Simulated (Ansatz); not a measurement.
# Cr: the cost of one run

Computed with Ansatz 0.2.0 (DFT PBE, scalar-relativistic, plane waves, PAW, unless a step's input says otherwise).

1 further run of the same task is left out (set aside as unsound or not needed).

## Step 1: The structure to begin with

Symmetry: P6_3/mmc, No. 194, hexagonal system. Conventional cell: a = 2.777 Å, b = 2.777 Å, c = 8.951 Å, α = 90.00°, β = 90.00°, γ = 120.00°. Re (site symmetry -3m) is surrounded by 12 Re at 2.75 to 2.78 Å. Re (site symmetry -6m2) has 12 Re at 2.75 to 2.78 Å as nearest neighbours.

As a file:

```cif
data_structure
_symmetry_space_group_name_H-M 'P6_3/mmc'
_symmetry_Int_Tables_number 194
_cell_length_a 2.7767
_cell_length_b 2.7767
_cell_length_c 8.9505
_cell_angle_alpha 90.000
_cell_angle_beta 90.000
_cell_angle_gamma 120.000
_cell_volume 59.76
loop_
_atom_site_label
_atom_site_type_symbol
_atom_site_symmetry_multiplicity
_atom_site_Wyckoff_symbol
_atom_site_fract_x
_atom_site_fract_y
_atom_site_fract_z
_atom_site_occupancy
Re1 Re 2 a 0.00000 0.00000 0.00000 1
Re2 Re 2 c 0.33333 0.66667 0.25000 1
```

It goes back to an entry of the Materials Project.

It is the result of an earlier relaxation at this level (volume 14.94 Å³/atom; gap on the mesh: none (metal)).

## Step 2: Swap Re → Cr

Cr starts from the relaxed positions of Re, with all lengths scaled by 0.945, a guess from tabulated radii. Atoms that may carry a moment start with parallel spins.

## Step 3: Quick check of gap, pressure and forces (Cr)

input.yaml reads:

```yaml
crystal:
  lattice:
    - [2.6242056598, 0.0, 0.0]
    - [-1.3121028299, 2.2726287662, 0.0]
    - [0.0, 0.0, 8.4589150831]
  atoms:
    - { symbol: Cr, position: [0.0, 0.0, 0.0], spin: 3.0 }
    - { symbol: Cr, position: [0.3333333333, 0.6666666667, 0.25], spin: 3.0 }
    - { symbol: Cr, position: [0.0, 0.0, 0.5], spin: 3.0 }
    - { symbol: Cr, position: [0.6666666667, 0.3333333333, 0.75], spin: 3.0 }
basis:
  ecutwfc: 420
kpoints:
  mp_grid: { grid: [6, 6, 2] }
hamiltonian:
  xc: pbe
scf:
  occupations: { method: gaussian, width: 0.1 }
  lower_state_search: "off"
output:
  forces: true
  stress: true
  eigenvalues: true
  populations: true
magnetization:
  spin_polarized: true
```

On the command line:

```sh
ansatz run input.yaml --threads 1 --pin off --max-ram 2560MiB --backend cpu --events-out ev --progress --plain --runs-dir out
```

Q: Estimate wall time and peak memory on 1 thread of Arm Neoverse V1, shared host.

About 7.5 s, with a peak of 0.32 GiB.
